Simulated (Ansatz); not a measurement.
Runs of Ansatz 0.2.0 on Ta2N. The structure is trigonal, space group P-3m1 (No. 164). The conventional cell has a = 3.113 Å, b = 3.113 Å, c = 4.870 Å, α = 90.00°, β = 90.00°, γ = 120.00°. Ta (site symmetry 3m) has 3 N at 2.18 Å as nearest neighbours. Around N (site symmetry -3m) lie 6 Ta at 2.18 Å. The cell comes from a database or a generator and needn't be the stable form of this composition.

```csv
task,level,potentials or basis,spin,U,cell,k mesh,cutoff (eV),smearing,points for each segment of the path,hubbard projectors,double counting,other keys,mesh quality,gap on the mesh (eV),pressure (GPa),V0 of scaled cells (Å³/atom),B0 (GPa),largest force (eV/Å)
single point,PBE,Ansatz PAW,off,-,as given,10 × 10 × 6,420,fermi-dirac 0.05 eV,-,-,-,-,not flagged,none,-1.3,-,-,0.02
single point,PBE,Ansatz PAW,off,-,"atoms moved at random, drawn with an rms of 0.05 Å",10 × 10 × 6,420,fermi-dirac 0.05 eV,-,-,-,-,not flagged,none,-0.6,-,-,0.77
electron localisation function,r2SCAN,Ansatz PAW,"SOC, no magnetisation",-,as given,5 × 5 × 3,500,fermi-dirac 0.1 eV,-,-,-,hamiltonian.xc = r2scan,coarse,none,-5.3,-,-,(a)
band structure,BPBE,Ansatz PAW,"non-collinear, antiferromagnetic start",-,"atoms moved at random, drawn with an rms of 0.05 Å",8 × 8 × 4,420,gaussian 0.025 eV,14,-,-,-,not flagged,none,-1.8,-,-,0.85
ladder of functionals,PBE+D3(BJ),PseudoDojo standard (PBE files),"SOC, no magnetisation",-,as given,10 × 10 × 6,1143,gaussian 0.1 eV,-,-,-,-,not flagged,none,-7.6,-,-,0.01
equation of state,PBE,Ansatz PAW,off,-,as given,10 × 10 × 6,420,fermi-dirac 0.05 eV,-,-,-,-,not flagged,-,-,13.56,281,-
equation of state,PBEsol+U,Ansatz PAW polarizable,off,Ta d U = 2 eV,as given,10 × 10 × 6,420,gaussian 0.1 eV,-,atomic,fll (the default),-,not flagged,-,-,(b),306,-
density of states,r2SCAN50+D3(BJ)-ATM,Ansatz PAW,"SOC, no magnetisation",-,as given,5 × 5 × 3,500,fermi-dirac 0.05 eV,-,-,-,crystal.symmetry = detect False,coarse,none,-17.0,-,-,0.84
```

Fill in the values left out.

(a) 0.43; (b) 13.01.

Caveats: some runs use coarse meshes; the PAW data sets come from PBE, with cores solved anew for the run's functional, which leaves a small shift of forces and pressure (some runs); pairwise dispersion overbinds metals, which lowers pressure and volume (some runs); the cell was scaled at fixed shape and fractional positions, which overstates the stiffness of a crystal with free parameters, most of all of layers and chains (some runs); spin-orbit coupling is left out, which moves the levels of the heavy elements (some runs); the starting moments weren't kept (some runs); so large a pressure means that the cell lies far from this level's equilibrium, or that cutoff or potentials fall short (some runs); the thresholds are loose for stress (some runs).

A k mesh can miss the band edges, and rows without SOC leave out spin-orbit coupling on Ta.

A gap of «none» marks a metal or a gap under the smearing width.
